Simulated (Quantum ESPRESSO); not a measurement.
# Ge under changes of volume

One of the cells (18.253 Å³/atom); the others are scaled copies at fixed shape and fractional positions:

```xyz
2
Lattice="1.4881 -2.5947 0.0000 1.4881 2.5947 0.0000 0.0000 0.0000 4.7276" Properties=species:S:1:pos:R:3 pbc="T T T"
Ge    1.4881    0.8643    1.1819
Ge    1.4881   -0.8643    3.5457
```

This isn't the form of Ge at room conditions, which is diamond.

```yaml
Program: Quantum ESPRESSO 7.5
Functional: PBE
Potentials_or_basis: SSSP 1.3 efficiency PBE
Cutoff: 748 eV
Density_cutoff: 5987 eV
k_mesh: 10 × 10 × 6
Occupations: fermi-dirac, width 0.05 eV
Spin: no spin polarisation
```

```tsv
volume (Å³/atom)	energy over the lowest point (meV/atom)	pressure (GPa)	largest force (eV/Å)
17.158	62.12	10.2	0.003
17.523	41.31	8.0	0.002
17.888	25.24	6.0	0.001
18.253	?	?	?
18.618	5.59	2.6	0.000
18.984	1.21	1.2	0.000
19.349	0.00	-0.1	0.001
```

What does the run at 18.253 Å³/atom give?

Energy over the lowest point 13.48 meV/atom; pressure 4.2 GPa; largest force 0.001 eV/Å.

Worked out: A Birch-Murnaghan fit of order 3 (a polynomial in V^(-2/3)) to the other rows has its minimum at 19.31 Å³/atom with B0 = V·E''(V) = 67 GPa and B' = 4.3 at fixed shape and positions, which overstates the stiffness. It gives 13.48 meV/atom at 18.253 Å³/atom, against the run's 13.48, and -dE/dV = 4.3 GPa, against 4.2.

Energies are extrapolated to zero smearing.
